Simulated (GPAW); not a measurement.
Input of a GPAW 26.7.0 run:

The input run.py:

```python
import numpy as np
import spglib
from ase import Atoms
from ase.dft.bandgap import bandgap
from ase.io import read, write
from ase.units import GPa
from gpaw import GPAW, PW, setup_paths
from gpaw.spinorbit import soc_eigenstates

setup_paths.insert(0, '.')

atoms = read('HgSe.cif')
cell, positions, numbers = spglib.find_primitive(
    (atoms.cell[:], atoms.get_scaled_positions(), atoms.numbers), symprec=1e-4)
atoms = Atoms(numbers, cell=cell, scaled_positions=positions, pbc=True)

calc = GPAW(mode=PW(600),
            xc='PBEsol',
            kpts={'size': (6, 6, 6), 'gamma': True},
            occupations={'name': 'fermi-dirac', 'width': 0.05},
            nbands=18,
            convergence={'density': 1e-05, 'energy': 1e-05},
            maxiter=150,
            txt='gpaw.txt')
atoms.calc = calc
energy = atoms.get_potential_energy()
forces = atoms.get_forces()
stress = atoms.get_stress()
calc.write('gs.gpw')
write('result.traj', atoms)
print(f'Energy: {energy:.6f} eV')
print('Forces (eV/A):')
print(forces.round(4))
print('Stress (GPa):', (stress / GPa).round(3))
print('Fermi level:', round(calc.get_fermi_level(), 4), 'eV')
print(f'Gap: {bandgap(calc)[0]:.4f} eV, direct: {bandgap(calc, direct=True)[0]:.4f} eV')

path = atoms.cell.bandpath('GXWKGLUWLK,UX', npoints=80, eps=1e-4)
bs_calc = calc.fixed_density(kpts=path, symmetry='off', nbands=30,
                             convergence={'bands': 'CBM+6.0', 'eigenstates': 1e-6}, txt='bands.txt')
bs = bs_calc.band_structure()
bs.write('bs.json')
print(f'Gap on the path: {bandgap(bs_calc)[0]:.4f} eV')

soc = soc_eigenstates(bs_calc, theta=90, phi=45)
np.savetxt('soc_bands.dat', soc.eigenvalues(), fmt='%.4f')
mesh = soc_eigenstates('gs.gpw', theta=90, phi=45)
np.savetxt('soc_mesh.dat', mesh.eigenvalues(), fmt='%.4f')
print('Fermi level with spin-orbit coupling:', round(mesh.fermi_level, 4), 'eV')
```

Contents of HgSe.cif:

```cif
data_HgSe
_cell_length_a 6.07800000
_cell_length_b 6.07800000
_cell_length_c 6.07800000
_cell_angle_alpha 90.00000000
_cell_angle_beta 90.00000000
_cell_angle_gamma 90.00000000
_space_group_name_H-M_alt 'F-43m'
_space_group_name_Hall 'F -4 2 3'
_space_group_IT_number 216
loop_
_space_group_symop_operation_xyz
'x,y,z'
'y,-x,-z'
'-x,-y,z'
'-y,x,-z'
'x,-y,-z'
'y,x,z'
'-x,y,-z'
'-y,-x,z'
'z,x,y'
'-z,y,-x'
'z,-x,-y'
'-z,-y,x'
'-z,x,-y'
'z,y,x'
'-z,-x,y'
'z,-y,-x'
'y,z,x'
'-x,-z,y'
'-y,z,-x'
'x,-z,-y'
'-y,-z,x'
'x,z,y'
'y,-z,-x'
'-x,z,-y'
'x,y+1/2,z+1/2'
'y,-x+1/2,-z+1/2'
'-x,-y+1/2,z+1/2'
'-y,x+1/2,-z+1/2'
'x,-y+1/2,-z+1/2'
'y,x+1/2,z+1/2'
'-x,y+1/2,-z+1/2'
'-y,-x+1/2,z+1/2'
'z,x+1/2,y+1/2'
'-z,y+1/2,-x+1/2'
'z,-x+1/2,-y+1/2'
'-z,-y+1/2,x+1/2'
'-z,x+1/2,-y+1/2'
'z,y+1/2,x+1/2'
'-z,-x+1/2,y+1/2'
'z,-y+1/2,-x+1/2'
'y,z+1/2,x+1/2'
'-x,-z+1/2,y+1/2'
'-y,z+1/2,-x+1/2'
'x,-z+1/2,-y+1/2'
'-y,-z+1/2,x+1/2'
'x,z+1/2,y+1/2'
'y,-z+1/2,-x+1/2'
'-x,z+1/2,-y+1/2'
'x+1/2,y,z+1/2'
'y+1/2,-x,-z+1/2'
'-x+1/2,-y,z+1/2'
'-y+1/2,x,-z+1/2'
'x+1/2,-y,-z+1/2'
'y+1/2,x,z+1/2'
'-x+1/2,y,-z+1/2'
'-y+1/2,-x,z+1/2'
'z+1/2,x,y+1/2'
'-z+1/2,y,-x+1/2'
'z+1/2,-x,-y+1/2'
'-z+1/2,-y,x+1/2'
'-z+1/2,x,-y+1/2'
'z+1/2,y,x+1/2'
'-z+1/2,-x,y+1/2'
'z+1/2,-y,-x+1/2'
'y+1/2,z,x+1/2'
'-x+1/2,-z,y+1/2'
'-y+1/2,z,-x+1/2'
'x+1/2,-z,-y+1/2'
'-y+1/2,-z,x+1/2'
'x+1/2,z,y+1/2'
'y+1/2,-z,-x+1/2'
'-x+1/2,z,-y+1/2'
'x+1/2,y+1/2,z'
'y+1/2,-x+1/2,-z'
'-x+1/2,-y+1/2,z'
'-y+1/2,x+1/2,-z'
'x+1/2,-y+1/2,-z'
'y+1/2,x+1/2,z'
'-x+1/2,y+1/2,-z'
'-y+1/2,-x+1/2,z'
'z+1/2,x+1/2,y'
'-z+1/2,y+1/2,-x'
'z+1/2,-x+1/2,-y'
'-z+1/2,-y+1/2,x'
'-z+1/2,x+1/2,-y'
'z+1/2,y+1/2,x'
'-z+1/2,-x+1/2,y'
'z+1/2,-y+1/2,-x'
'y+1/2,z+1/2,x'
'-x+1/2,-z+1/2,y'
'-y+1/2,z+1/2,-x'
'x+1/2,-z+1/2,-y'
'-y+1/2,-z+1/2,x'
'x+1/2,z+1/2,y'
'y+1/2,-z+1/2,-x'
'-x+1/2,z+1/2,-y'
loop_
_atom_site_label
_atom_site_type_symbol
_atom_site_symmetry_multiplicity
_atom_site_Wyckoff_symbol
_atom_site_fract_x
_atom_site_fract_y
_atom_site_fract_z
_atom_site_occupancy
Hg1 Hg 4 a 0.0000000000 0.0000000000 0.0000000000 1
Se1 Se 4 c 0.2500000000 0.2500000000 0.2500000000 1
```

Potentials or basis: PAW data sets generated in the run's folder for this functional, pw.

The run is started by

```console
$ gpaw-setup -f PBEsol Hg Se
$ OMP_NUM_THREADS=1 python run.py
```

Task: Predict the band gap along the path.

Result: None (metal or under the smearing width).

Task: Estimate the pressure.

Result: 1.9 GPa.

Levels at the corners of the path, in eV from the Fermi level:
```csv
point,band 20,band 21,band 22,band 23,band 24,band 25,band 26,band 27,band 28,band 29
Γ,-1.05,-0.25,-0.25,-0.01,-0.01,-0.01,-0.01,4.34,4.34,5.92
X,-5.10,-2.47,-2.47,-2.41,-2.41,2.70,2.70,2.78,2.78,8.20
W,-5.23,-3.07,-2.72,-2.61,-2.46,3.47,3.68,4.86,4.96,5.47
K,-5.16,-3.15,-2.91,-2.05,-1.96,2.79,2.86,4.30,4.31,7.55
Γ,-1.05,-0.25,-0.25,-0.01,-0.01,-0.01,-0.01,4.34,4.34,5.92
L,-5.62,-1.19,-1.19,-0.97,-0.97,0.99,0.99,5.75,5.76,6.43
U,-5.16,-3.15,-2.91,-2.05,-1.96,2.79,2.86,4.30,4.31,7.55
W,-5.23,-3.07,-2.72,-2.61,-2.46,3.47,3.68,4.86,4.96,5.47
L,-5.62,-1.19,-1.19,-0.97,-0.97,0.99,0.99,5.75,5.76,6.43
K,-5.16,-3.15,-2.91,-2.05,-1.96,2.79,2.86,4.30,4.31,7.55
U,-5.16,-3.15,-2.91,-2.05,-1.96,2.79,2.86,4.30,4.31,7.55
X,-5.10,-2.47,-2.47,-2.41,-2.41,2.70,2.70,2.78,2.78,8.20
```

Caveat: spin-orbit coupling was added after a scalar SCF, so levels and gaps hold it while energy, forces, pressure and moments don't; this program's spin-orbit splittings come out too wide for heavy elements.
